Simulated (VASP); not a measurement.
**WSe2: relaxation of cell and atoms with PBE+D3(BJ)**

The system is WSe2, a slab with vacuum.

```
Se W
1.0
     3.29000    0.00000    0.00000
    -1.64500    2.84922    0.00000
     0.00000    0.00000   27.83126
Se W
4 2
Direct
  0.33333 0.66667 0.32338
  0.33333 0.66667 0.44361
  0.66667 0.33333 0.55639
  0.66667 0.33333 0.67662
  0.66667 0.33333 0.38349
  0.33333 0.66667 0.61651
```

```yaml
Program: VASP 6.6.1
Task: relaxation of cell and atoms
Functional: PBE
Dispersion: D3(BJ)
Potentials_or_basis: VASP PAW PBE potentials, release 64 (Se, W_sv)
Cutoff: 600 eV
k_mesh: 12 × 12 × 1
Occupations: gaussian, width 0.03 eV
Spin: no spin polarisation
Further_INCAR_settings: ALGO = Normal; EDIFF = 1e-06; IBRION = 2; EDIFFG = -0.01; NSW = 90; ISIF = 3
```

```json
{"Relaxed volume": "43.34 Å³/atom", "Relaxed cell": "a = 3.285 Å, b = 3.285 Å, c = 27.831 Å, α = 90.00°, β = 90.00°, γ = 120.00°", "Space group after relaxing (to 0.05 Å)": "P-3m1 (No. 164)", "Energy gained by relaxing": "1.3 meV/atom", "Ionic steps": "14", "Largest force after relaxing": "0.007 eV/Å", "Band gap on the k mesh": "1.28 eV, indirect (least direct gap 1.62 eV)", "Dispersion energy per atom": "-0.403 eV"}
```

Forces in eV/Å, atoms in the order of the input:
```
Se   0.000  0.000 -0.006
Se   0.000  0.000  0.007
Se   0.000  0.000 -0.007
Se   0.000  0.000  0.006
W    0.000  0.000 -0.002
W    0.000  0.000  0.002
```

The path:
```csv
step,energy change (eV),largest force (eV/Å),pressure (GPa),volume (Å³)
1,0.0000,0.2373,0.30,260.89
2,-0.0041,0.0186,-0.31,261.66
3,-0.0042,0.0490,-0.22,261.54
4,-0.0063,0.0134,-0.05,259.84
5,-0.0063,0.0130,-0.06,259.81
6,-0.0064,0.0128,-0.05,259.81
7,-0.0065,0.0132,-0.05,259.81
8,-0.0067,0.0177,-0.03,259.82
9,-0.0071,0.0186,-0.01,259.83
10,-0.0076,0.0255,0.04,259.85
11,-0.0071,0.0660,0.14,259.90
12,-0.0077,0.0359,0.06,259.86
13,-0.0077,0.0242,0.04,259.94
14,-0.0078,0.0067,0.01,260.07
```

Final structure:
```yaml
crystal:
  lattice:
    - [3.28482, 0.00000, 0.00000]
    - [-1.64241, 2.84474, 0.00000]
    - [0.00000, 0.00000, 27.83126]
  atoms:
    - { symbol: Se, position: [0.33333, 0.66667, 0.32430] }
    - { symbol: Se, position: [0.33333, 0.66667, 0.44546] }
    - { symbol: Se, position: [0.66667, 0.33333, 0.55454] }
    - { symbol: Se, position: [0.66667, 0.33333, 0.67570] }
    - { symbol: W, position: [0.66667, 0.33333, 0.38489] }
    - { symbol: W, position: [0.33333, 0.66667, 0.61511] }
```

Levels at points of the mesh, in eV from the valence-band top:
```
           k point  band 23  band 24  band 25  band 26  band 27  band 28  band 29  band 30
(0.00, 0.00, 0.00)    -1.29    -1.29    -0.73     0.00     2.80     2.80     2.85     2.85
(0.50, 0.00, 0.00)    -1.22    -1.14    -1.10    -0.95     2.33     2.35     2.56     2.76
```

Wall time 7.6 min on 4 MPI ranks on Intel(R) Xeon(R) Platinum 8559C (Emerald Rapids), with other jobs on the host, peak memory 0.58 GiB a rank.

Caveat: spin-orbit coupling is left out, which moves the levels of the heavy elements.
